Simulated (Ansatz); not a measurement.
# Band gap of Ta2O5 (Pmmm) from density functionals to GW

What gap does each level of theory give for Ta2O5 (Pmmm), and in what time?

Method: density functionals, hybrids and G0W0, plane waves, PAW, in Ansatz 0.2.0.

### 1. Starting point

Symmetry: Pmmm, No. 47, orthorhombic system. The conventional cell has a = 3.677 Å, b = 3.897 Å, c = 6.217 Å, α = 90.00°, β = 90.00°, γ = 90.00°. Nearest to Ta lie 6 O at 1.95 to 2.15 Å. Nearest to Ta lie 6 O at 1.84 to 2.00 Å. Nearest to O lie 3 Ta at 2.00 to 2.15 Å. Nearest to O lie 2 Ta at 1.95 Å. O has 2 Ta at 1.84 Å nearest. Nearest to O lie 2 Ta at 1.95 Å. Farther neighbours and most contacts between anions are not listed.

Geometry: measured cell, ions relaxed with PBE. The runs that relaxed it are not among those shown. Spin-orbit coupling is left out unless a step names it.

The logs state that the PAW files were generated under PBE.

### 2. PBE on the 6×6×4 mesh

Levels along a band path and on the mesh show where this functional puts the band edges.

This step: DFT, PBE, plane waves, PAW; PAW set soft_1.

input.yaml reads:

```yaml
crystal:
  lattice:
    - [3.677, 0.0, 0.0]
    - [0.0, 3.897, 0.0]
    - [0.0, 0.0, 6.217]
  atoms:
    - { symbol: Ta, position: [0.5, 0.0, 0.5] }
    - { symbol: Ta, position: [0.0, 0.0, 0.0] }
    - { symbol: O, position: [0.0, 0.0, 0.3220028454] }
    - { symbol: O, position: [0.0, 0.0, 0.6779971546] }
    - { symbol: O, position: [0.5, 0.5, 0.5] }
    - { symbol: O, position: [0.5, 0.0, 0.0] }
    - { symbol: O, position: [0.0, 0.5, 0.0] }
kpoints:
  mp_grid: { grid: [6, 6, 4] }
  band_path:
    path:
      - [[0.0, 0.0, 0.0], [0.5, 0.0, 0.0], [0.5, 0.5, 0.0], [0.0, 0.5, 0.0], [0.0, 0.0, 0.0], [0.0, 0.0, 0.5], [0.5, 0.0, 0.5], [0.5, 0.5, 0.5], [0.0, 0.5, 0.5], [0.0, 0.0, 0.5]]
      - [[0.5, 0.0, 0.0], [0.5, 0.0, 0.5]]
      - [[0.0, 0.5, 0.0], [0.0, 0.5, 0.5]]
      - [[0.5, 0.5, 0.0], [0.5, 0.5, 0.5]]
    npoints: 10
hamiltonian:
  xc: pbe
  pseudopotentials: { kind: paw, azcp: { folder: soft_1 } }
scf:
  occupations: { method: fermi_dirac, width: 0.02 }
  n_extra_bands: 6
output:
  eigenvalues: true
  write_density: true
  write_potential: true
  elf: true
  volumetric_format: npy
```

Command:

```console
> ansatz run input.yaml --threads 4 --pin off --max-ram 138240MiB --backend cuda --events-out ev --progress --plain --runs-dir out --devices 1 --max-vram 26GiB
```

Numbers of over 12 decimals in the logs are rounded to 6 here.

The program printed:

```text
scf.n_extra_bands = 6 over 28 filled bands (N_el = 56.0): the run solves 34 bands
GPUs: using 1 of 1 available (devices: 1).
Engine: ansatz 0.2.0, x86_64-unknown-linux-gnu
Pseudopotentials: kind: paw
Pseudopotential: Ta, paw, valence charge 13, recommended cutoff 420 eV (normal), soft_1/Ta.paw.azcp
Pseudopotential: O, paw, valence charge 6, recommended cutoff 420 eV (normal), soft_1/O.paw.azcp
Functional definition: PBE
  parameter kappa = 0.804
  parameter beta = 0.066725
  exchange = pbe_x(kappa = kappa, mu = beta*pi^2/3)
  correlation = pbe_c(beta = beta)
device memory: the entry about to start is reckoned to put 2.5 GiB on a device that reports 54.3 GiB free (of which the cap on the GPU budget leaves the run 26.0 GiB)
GPU FFT provider: cuFFT
GPU libraries: cuBLAS 13.8.2, cuFFT 12.4.0, cuSOLVER 12.3.4
Crystal: 7 atoms, lattice volume = 89.085 Å³
Basis set: ecut = 420 eV, 1749 PW (Γ)
Bands: 34, of which v1, the nominal top of the filled ones, is band 28 counted from 1 (27 counted from 0)
Symmetry: 8 space group operations
Space group: Pmmm (ITA 47), of the structure as read, at distance tolerance 4.5e-5 Å
k-points: 48 of 144
Non-local potential: Ta, projectors of the file, l = 0: 3, l = 1: 2, l = 2: 2, l = 3: 1
Non-local potential: O, projectors of the file, l = 0: 2, l = 1: 2, l = 2: 1
PAW form: soft (Blöchl's): semilocal exchange-correlation on the pseudo side does not see the compensation charge
PAW one-centre angular grid: Ta, 590 points (default); XC on 64 Gauss nodes
PAW one-centre angular grid: O, 110 points (default); XC on 64 Gauss nodes
Initial density: superposition of atomic densities (chi_scale 0.1, normalization cell, long waves kept (reshape's long-wave potential 0.02 eV rms))
Initial wavefunctions: pseudopotential atomic-orbital guess
GPU buffer pool allocated for 30375 grid points (all kernels)
GPU transforms: local potential and band sums: pruned to the plane-wave sphere, on 25×27×45
Functional: x = pbe(κ = 0.804, μ = 0.219515), c = pbe(β = 0.066725)
SCF iter   1: F=—  HF=-22710.209896 eV  |F-HF|=—  |Δ(HF+E_count)|=         —  Δρ=8.35e-2  dr2=6.43e0  ethr=3.10e-3  ⟨swp⟩=6.0  Hψ=6079  notcnv=0
preconditioner: auto → Resta (q_TF=auto, 2.525 Å⁻¹)  ε∞=6.0  [insulator: Δε(μ)=2.793 eV  Ē_g=11.183 eV  σ=0.020 eV  W_gap=1.00  n_scr=20 (ndim 8)  ℏωp=24.9 eV  f_vac=0.012  D(μ)=0.00/eV (n_scr^D=0)  ε∞_Penn≈6.0]
SCF iter   2: F=—  HF=-22708.998632 eV  |F-HF|=—  |Δ(HF+E_count)|=    1.21e0  Δρ=4.09e-2  dr2=1.07e0  ethr=3.10e-3  ⟨swp⟩=2.1  Hψ=3187  notcnv=0  defer=72
SCF iter   3: F=—  HF=-22708.840965 eV  |F-HF|=—  |Δ(HF+E_count)|=   1.58e-1  Δρ=1.95e-2  dr2=3.60e-1  ethr=1.91e-3  ⟨swp⟩=2.2  Hψ=2276  notcnv=0  defer=24
SCF iter   4: F=—  HF=-22708.800897 eV  |F-HF|=—  |Δ(HF+E_count)|=   4.01e-2  Δρ=6.19e-3  dr2=3.40e-2  ethr=6.43e-4  ⟨swp⟩=2.2  Hψ=2855  notcnv=0  defer=24
SCF iter   5: F=—  HF=-22708.801989 eV  |F-HF|=—  |Δ(HF+E_count)|=   1.09e-3  Δρ=3.13e-3  dr2=7.11e-3  ethr=6.08e-5  ⟨swp⟩=2.1  Hψ=3050  notcnv=0  defer=24
SCF iter   6: F=—  HF=-22708.804605 eV  |F-HF|=—  |Δ(HF+E_count)|=   2.62e-3  Δρ=8.25e-4  dr2=7.85e-4  ethr=1.27e-5  ⟨swp⟩=2.0  Hψ=2743  notcnv=0  defer=24
SCF iter   7: F=—  HF=-22708.805482 eV  |F-HF|=—  |Δ(HF+E_count)|=   8.77e-4  Δρ=7.38e-4  dr2=3.99e-4  ethr=1.40e-6  ⟨swp⟩=2.0  Hψ=2528  notcnv=0  defer=24
SCF iter   8: F=—  HF=-22708.805432 eV  |F-HF|=—  |Δ(HF+E_count)|=   5.01e-5  Δρ=1.28e-4  dr2=1.47e-5  ethr=7.12e-7  ⟨swp⟩=2.0  Hψ=2465  notcnv=0  defer=24
SCF iter   9: F=—  HF=-22708.805451 eV  |F-HF|=—  |Δ(HF+E_count)|=   1.89e-5  Δρ=4.08e-5  dr2=1.83e-6  ethr=2.63e-8  ⟨swp⟩=2.0  Hψ=2537  notcnv=0  defer=24
SCF iter  10: F=—  HF=-22708.805452 eV  |F-HF|=—  |Δ(HF+E_count)|=   1.81e-6  Δρ=3.47e-5  dr2=8.75e-7  ethr=3.26e-9  ⟨swp⟩=2.0  Hψ=2496  notcnv=0  defer=24
SCF iter  11: F=-22708.805452 eV  HF=-22708.805452 eV  |F-HF|=1.42e-8  |Δ(HF+E_count)|=   8.85e-8  Δρ=9.59e-6  dr2=7.12e-8  ethr=1.79e-10  ⟨swp⟩=3.9  Hψ=4671  notcnv=0
SCF 1 converged in 11 iterations: F = -22708.805452 eV  dr2 = 7.12e-8
[...]
device memory: the entry about to start is reckoned to put 4.6 GiB on a device that reports 54.3 GiB free (of which the cap on the GPU budget leaves the run 26.0 GiB)
NSCF: frozen V_eff on 124 k-points, pencils in batches of 32, up to order 152
SCF converged after 11 iterations
Free energy (F): -22708.805452 eV
Harris-Foulkes:  -22708.805452 eV  (|F-HF|=1.42e-8)
Internal energy: -22708.805447 eV  (E = F + TS)
E sigma→0 (E₀):  -22708.805450 eV
Entropy (-TS):   -0.000005 eV (-0.001 meV/atom)
Fermi energy:    9.296115 eV
--- Per-component energies (eV) ---
  E_band       = -478.509468
  E_kinetic    = 1617.429001
  E_local      = -3723.512935  (includes V_loc(G=0)·N_el)
  E_nonlocal   = 244.846325
  E_hartree    = 1362.704625
  E_xc         = -995.939849
  E_vxc        = -917.863054  (∫ρ·V_xc dr)
  E_paw        = -17424.867559  (= ΣΔE_a)
  E_vpaw       = -424.823195  (= ΣTr[D̂ρ^β])
  E_aug_tail   = 0.004040  (compensation charges beyond the density's cutoff)
  E_ewald      = -3789.469097
  E_smearing   = -0.000005  (= −TS)
  E_closure    = -0.000000  (closes the sum)
  Σ components = -22708.805452   (vs F -22708.805452, Δ=0.00e0)
--- Band table (eV; the first three rows and the last of 48) ---
  k-point 0: bands = [... 24 lower, 7.6114, 8.2794, 8.2802, 8.4760, 9.6025, 10.0092, 10.3854, 11.3749, ... 2 higher]
  k-point 1: bands = [... 24 lower, 7.1248, 7.9662, 8.2671, 8.4740, 10.0177, 10.0386, 10.5188, 11.5411, ... 2 higher]
  k-point 2: bands = [... 24 lower, 7.0762, 7.8621, 8.2559, 8.4719, 10.0264, 10.4768, 10.6735, 11.5269, ... 2 higher]
  k-point 47: bands = [... 24 lower, 5.9921, 6.6601, 8.2273, 9.1301, 10.1156, 12.3992, 12.5600, 13.4083, ... 2 higher]
```

The job ended after 14 s (1 × NVIDIA H100 80GB HBM3 (shared by 3 runs) with 4 threads of AMD EPYC 7R13 (Zen 3), shared host; peak memory 0.95 GiB).

The column dr2 measures how far the density is from self-consistency, as an energy; F and HF (Harris–Foulkes) agree once it is small.

This step gave:

```
filled bands         : 28
gap                  : 0.3116 eV
valence top at       : R
conduction bottom at : X
least direct gap     : 0.4340 eV
```

Over mesh and path the gap is 0.312 eV, from k = (0.500, 0.500, 0.500) to k = (0.500, 0.000, 0.000). The least direct gap found is 0.434 eV, at k = (0.500, 0.500, 0.000).

### 3. PBE+SOC on the 6×6×4 mesh

This run has two-component orbitals with spin-orbit coupling.

This step: DFT, PBE with spin-orbit coupling, plane waves, PAW; PAW set soft_1.

input.yaml reads:

```yaml
crystal:
  lattice:
    - [3.677, 0.0, 0.0]
    - [0.0, 3.897, 0.0]
    - [0.0, 0.0, 6.217]
  atoms:
    - { symbol: Ta, position: [0.5, 0.0, 0.5] }
    - { symbol: Ta, position: [0.0, 0.0, 0.0] }
    - { symbol: O, position: [0.0, 0.0, 0.3220028454] }
    - { symbol: O, position: [0.0, 0.0, 0.6779971546] }
    - { symbol: O, position: [0.5, 0.5, 0.5] }
    - { symbol: O, position: [0.5, 0.0, 0.0] }
    - { symbol: O, position: [0.0, 0.5, 0.0] }
kpoints:
  mp_grid: { grid: [6, 6, 4] }
  band_path:
    path:
      - [0.0, 0.0, 0.0]
      - [0.5, 0.0, 0.0]
      - [0.5, 0.5, 0.0]
      - [0.0, 0.5, 0.0]
      - [0.0, 0.0, 0.5]
      - [0.5, 0.0, 0.5]
      - [0.5, 0.5, 0.5]
      - [0.0, 0.5, 0.5]
    npoints: 1
hamiltonian:
  xc: pbe
  pseudopotentials: { kind: paw_fr, azcp: { folder: soft_1 } }
scf:
  occupations: { method: fermi_dirac, width: 0.02 }
  n_extra_bands: 12
magnetization:
  noncollinear: true
  spin_orbit: true
output:
  eigenvalues: true
```

The program printed:

```text
[...]
GPUs: using 1 of 1 available (devices: 1).
[...]
non-collinear run that drives no moment, with spin-orbit: no starting moment large enough to seed its density (crystal.atoms[].spin), no starting occupations that ask for one, no magnetisation constraint and no magnetic field, so the semilocal B_xc is pinned to zero
[...]
GPU FFT provider: cuFFT
GPU libraries: cuBLAS 13.8.2, cuFFT 12.4.0, cuSOLVER 12.3.4
Crystal: 7 atoms, lattice volume = 89.085 Å³
Basis set: ecut = 420 eV, 1749 PW (Γ)
Bands: 68, of which v1, the nominal top of the filled ones, is band 56 counted from 1 (55 counted from 0)
Symmetry: 8 space group operations + 8 with time reversal
[...]
k-points: 48 of 144
Projection manifold: j_resolved (fully-relativistic pseudo-atomic orbitals)
[...]
GPU buffer pool allocated for 30375 grid points (all kernels)
[...]
site 2: m = (+0.0000, +0.0000, +0.0000) μB, |m| = 0.0000 μB  (R = 0.83 Å)
  site 3: m = (+0.0000, +0.0000, +0.0000) μB, |m| = 0.0000 μB  (R = 0.83 Å)
  site 4: m = (+0.0000, +0.0000, +0.0000) μB, |m| = 0.0000 μB  (R = 0.80 Å)
  site 5: m = (+0.0000, +0.0000, +0.0000) μB, |m| = 0.0000 μB  (R = 0.76 Å)
  site 6: m = (+0.0000, +0.0000, +0.0000) μB, |m| = 0.0000 μB  (R = 0.80 Å)
Free energy (F): -22753.931850 eV
[...]
Internal energy: -22753.931796 eV  (E = F + TS)
E sigma→0 (E₀):  -22753.931823 eV
Entropy (-TS):   -0.000054 eV (-0.008 meV/atom)
Fermi energy:    9.232490 eV
[...]
--- Band table (eV; the first three rows and the last of 48) ---
  k-point 0: bands = [... 52 lower, 8.3450, 8.3450, 8.4988, 8.4988, 9.5677, 9.5677, 9.9678, 9.9678, ... 8 higher]
  k-point 1: bands = [... 52 lower, 8.2871, 8.2871, 8.4959, 8.4959, 9.9427, 9.9427, 10.0284, 10.0284, ... 8 higher]
  k-point 2: bands = [... 52 lower, 8.2744, 8.2744, 8.4933, 8.4933, 9.9970, 9.9970, 10.3750, 10.3750, ... 8 higher]
  k-point 47: bands = [... 52 lower, 8.2227, 8.2227, 9.1229, 9.1229, 10.0913, 10.0913, 12.3929, 12.3929, ... 8 higher]
[key lines of the parts left out:]
SCF converged after 12 iterations
Magnetization: |M| = 0.0000 μB,  M = (+0.0000, +0.0000, +0.0000) μB
```

It took 12 s on 1 × NVIDIA H100 80GB HBM3 (shared by 3 runs) with 4 threads; peak memory 0.95 GiB; 14 s of CPU time.

This step gave:

```yaml
gap: 0.1920 eV
valence_top_at: R
conduction_bottom_at: X
least_direct_gap: 0.4370 eV
```

Over mesh and listed points the gap is 0.192 eV, from k = (0.500, 0.500, 0.500) to k = (0.500, 0.000, 0.000). The least direct gap found is 0.437 eV, at k = (0.500, 0.500, 0.000). PBE+SOC against PBE: 0.192 − 0.312 = −0.120 eV, with the same mesh, set of files (read in its fully relativistic form for the spin-orbit run) and cutoff, and both edges at the same k points. The spin-orbit run sees mesh and listed points alone, so its gap is an upper bound: the coupling can move an edge off these points, and the change over the zone, its sign included where it is small, is not known.

### 4. HSE06 on the 4×4×2 mesh

HSE06 mixes in a quarter of exact exchange at short range.

This step: DFT, HSE06, plane waves, PAW; PAW set soft_1.

input.yaml, the sections that differ from step 3:

```yaml
kpoints:
  mp_grid: { grid: [4, 4, 2] }
  band_path:
    path:
      - [0.0, 0.0, 0.0]
      - [0.5, 0.0, 0.0]
      - [0.5, 0.5, 0.0]
      - [0.0, 0.5, 0.0]
      - [0.0, 0.0, 0.5]
      - [0.5, 0.0, 0.5]
      - [0.5, 0.5, 0.5]
      - [0.0, 0.5, 0.5]
    npoints: 1
hamiltonian:
  xc: hse06
  pseudopotentials: { kind: paw, azcp: { folder: soft_1 } }
scf:
  occupations: { method: fixed }
  n_extra_bands: 6
# crystal, output: as in step 3
# magnetization: removed
```

The program printed:

```text
[...]
GPUs: using 1 of 1 available (devices: 1).
[...]
davidson cushion auto → on  (no smearing: the cushion is to keep the highest requested band from converging to the state above it; pin scf.eigensolver.cushion to override)
[...]
GPU FFT provider: cuFFT
GPU libraries: cuBLAS 13.8.2, cuFFT 12.4.0, cuSOLVER 12.3.4
Crystal: 7 atoms, lattice volume = 89.085 Å³
Basis set: ecut = 420 eV, 1749 PW (Γ)
[...]
Fermi energy:    8.135345 eV
[...]
--- Band table (eV; the first three rows and the last of 18) ---
  k-point 0: bands = [... 24 lower, 6.5532, 7.2167, 7.2940, 7.4343, 9.9581, 10.2362, 10.6343, 11.8115, ... 2 higher]
  k-point 1: bands = [... 24 lower, 5.8043, 6.8847, 7.1985, 7.4295, 10.2549, 10.8675, 10.8910, 11.9252, ... 2 higher]
  k-point 2: bands = [... 24 lower, 5.8446, 6.5299, 6.7521, 7.1602, 10.1228, 11.8430, 11.8920, 12.0537, ... 2 higher]
  k-point 17: bands = [... 24 lower, 4.8426, 5.4405, 7.1950, 8.1353, 10.5533, 12.7234, 13.0655, 13.9525, ... 2 higher]
[key lines of the parts left out:]
Free energy (F): -22708.763565 eV
```

Run time: 13 s. Hardware: 1 × NVIDIA H100 80GB HBM3 (shared by 3 runs) with 4 threads; peak memory 1.2 GiB.

Numbers from this step:

* gap: 1.483 eV
* valence top at: R
* conduction bottom at: X
* least direct gap: 1.825 eV
* exact-exchange fraction: 0.25

Over mesh and listed points the gap is 1.483 eV, from k = (0.500, 0.500, 0.500) to k = (0.500, 0.000, 0.000). The least direct gap found is 1.825 eV, at k = (0.500, 0.500, 0.000). HSE06 against PBE: 1.483 − 0.312 = +1.171 eV. The runs also differ in mesh (6×6×4 and 4×4×2), so how much of this comes from the functional alone is not known. The program's warnings for this run: metallic iterate.

### 5. HSE06+SOC on the 4×4×2 mesh

This step: DFT, HSE06 with spin-orbit coupling, plane waves, PAW; PAW set soft_1.

Changes to input.yaml since step 4:

```diff
@@ -28,6 +28,9 @@
   xc: hse06
-  pseudopotentials: { kind: paw, azcp: { folder: soft_1 } }
+  pseudopotentials: { kind: paw_fr, azcp: { folder: soft_1 } }
 scf:
-  occupations: { method: fixed }
-  n_extra_bands: 6
+  occupations: { method: fermi_dirac, width: 0.02 }
+  n_extra_bands: 12
+magnetization:
+  noncollinear: true
+  spin_orbit: true
 output:
```

The program printed:

```text
[...]
GPUs: using 1 of 1 available (devices: 1).
[...]
GPU FFT provider: cuFFT
GPU libraries: cuBLAS 13.8.2, cuFFT 12.4.0, cuSOLVER 12.3.4
Crystal: 7 atoms, lattice volume = 89.085 Å³
Basis set: ecut = 420 eV, 1749 PW (Γ)
Bands: 68, of which v1, the nominal top of the filled ones, is band 56 counted from 1 (55 counted from 0)
Symmetry: 8 space group operations + 8 with time reversal
[...]
--- Band table (eV; the first three rows and the last of 18) ---
  k-point 0: bands = [... 52 lower, 7.3331, 7.3331, 7.4665, 7.4665, 9.9111, 9.9111, 10.2029, 10.2029, ... 8 higher]
  k-point 1: bands = [... 52 lower, 7.2141, 7.2141, 7.4609, 7.4609, 10.2251, 10.2251, 10.7009, 10.7009, ... 8 higher]
  k-point 2: bands = [... 52 lower, 6.8130, 6.8130, 7.1619, 7.1619, 10.1138, 10.1138, 11.7744, 11.7744, ... 8 higher]
  k-point 17: bands = [... 52 lower, 7.1911, 7.1911, 8.1310, 8.1310, 10.5277, 10.5277, 12.7474, 12.7474, ... 8 higher]
[key lines of the parts left out:]
Magnetization: |M| = 0.0000 μB,  M = (+0.0000, +0.0000, +0.0000) μB
Free energy (F): -22718.772349 eV
Fermi energy:    8.845023 eV
```

The job ended after 54 s (1 × NVIDIA H100 80GB HBM3 (shared by 3 runs) with 4 threads; peak memory 1.8 GiB).

Numbers from this step:

* gap: 1.415 eV
* valence top at: R
* conduction bottom at: X
* least direct gap: 1.824 eV
* exact-exchange fraction: 0.25

Over mesh and listed points the gap is 1.415 eV, from k = (0.500, 0.500, 0.500) to k = (0.500, 0.000, 0.000). The least direct gap found is 1.824 eV, at k = (0.500, 0.500, 0.000). HSE06+SOC against HSE06: 1.415 − 1.483 = −0.068 eV, with the same mesh, set of files (read in its fully relativistic form for the spin-orbit run) and cutoff, and both edges at the same k points. The spin-orbit run sees mesh and listed points alone, so its gap is an upper bound: the coupling can move an edge off these points, and the change over the zone, its sign included where it is small, is not known.

### 6. G0W0@PBE, 6×6×4 mesh, 897 empty bands, screening to 270 eV, hard PAW files

G0W0 replaces the xc potential by a self-energy built once from the orbitals of the start. Levels are corrected in the window of bands that the input names, at points of the mesh.

This step: G0W0 on PBE, plane waves, PAW.

input.yaml reads:

```yaml
crystal:
  lattice:
    - [3.677, 0.0, 0.0]
    - [0.0, 3.897, 0.0]
    - [0.0, 0.0, 6.217]
  atoms:
    - { symbol: Ta, position: [0.5, 0.0, 0.5] }
    - { symbol: Ta, position: [0.0, 0.0, 0.0] }
    - { symbol: O, position: [0.0, 0.0, 0.3220028454] }
    - { symbol: O, position: [0.0, 0.0, 0.6779971546] }
    - { symbol: O, position: [0.5, 0.5, 0.5] }
    - { symbol: O, position: [0.5, 0.0, 0.0] }
    - { symbol: O, position: [0.0, 0.5, 0.0] }
kpoints:
  mp_grid: { grid: [6, 6, 4] }
hamiltonian:
  xc: pbe
  pseudopotentials: { kind: paw, source: ansatz }
scf:
  occupations: { method: fixed }
gw:
  n_empty_bands: 897
  ecut_chi: 270.0
  qp_bands: [v2, c2]
  qp_kpoints: band_edges
  screening: { model: contour_deformation }
```

The program printed:

```text
GPUs: using 1 of 1 available (devices: 1).
[...]
GPU FFT provider: cuFFT
GPU libraries: cuBLAS 13.8.2, cuFFT 12.4.0, cuSOLVER 12.3.4
Crystal: 7 atoms, lattice volume = 89.085 Å³
Basis set: ecut = 930 eV, 5767 PW (Γ)
Bands: 51, of which v1, the nominal top of the filled ones, is band 42 counted from 1 (41 counted from 0)
Symmetry: 8 space group operations
[...]
k-points: 48 of 144
[...]
3    44     12.5867   -14.5151    -4.8798   -19.7698  0.7495    12.9670    12.9616  root
[...]
47    41      9.9533   -26.0527     4.4341   -20.9340  0.7006     9.2548     9.2686  root
    47    42     10.8536   -26.5140     4.5163   -21.2548  0.7063    10.0892    10.1106  root
    47    43     11.8645   -12.7723    -5.9386   -19.0780  0.7266    12.2379    12.2315  root
    47    44     14.1464   -15.9265    -5.3425   -21.7964  0.7464    14.6777    14.6739  root
[key lines of the parts left out:]
SCF converged after 12 iterations
Free energy (F): -36405.457127 eV
Fermi energy:    10.853563 eV
```

Wall time 10 min (1 × NVIDIA H100 80GB HBM3 (shared by 3 runs) with 4 threads); peak memory 13 GiB; 21 min of CPU time.

Numbers from this step:

- bands summed: 939
- RPA ε∞ on this mesh (eigenvalues): 5.470, 6.566, 8.061
- plane waves in the screening matrix: 879
- G0W0 gap over the corrected points: 1.357 eV
- k of the valence top: -0.5, -0.5, -0.5
- k of the conduction bottom: -0.5, 0, 0
- starting gap on the mesh: 0.3279 eV
- Z at the valence top: 0.7063
- Z at the conduction bottom: 0.7638
- least direct G0W0 gap over the corrected points: 1.558 eV

Over 27 of 48 irreducible mesh points the G0W0 gap is 1.357 eV, from k = (-0.500, -0.500, -0.500) to k = (-0.500, 0.000, 0.000). The PBE gap of this run on the mesh is 0.328 eV. The two states that bound the G0W0 gap lie that far apart at the start, so the correction of the gap is 1.357 − 0.328 = +1.029 eV.

(Part 1 of 2 ends here.)

[Paths, hosts, dates, memory and timing lines, banners, echoed tables and standing remarks are left out of the program output.]

[Logs are printed without paths, hosts, clocks, repeated set-up lines and the standing remarks that a program may print on its own settings, such as how far it seeks lower states.]

[Runs of the session that timed out or met a known fault of the program may be left out.]

[Cells called generated may have been cut or substituted from an entry of the Crystallography Open Database or the Materials Project.]

[Hosts, paths, dates, database ids (printed as entryN), source tags and the programs' standing remarks are cut or masked in the printed files.]

[Where an RPA ε∞ is given, it is that of the G0W0 mesh and is not shown converged in it. Names of k-points follow the symmetry that the program found, which can be lower than the space group named. Band edges on a path are those of the sampled points; other points can move an edge, and change direct to indirect where valleys lie close.]

[Hybrid gaps are those of their k-mesh and are not shown converged in it.]
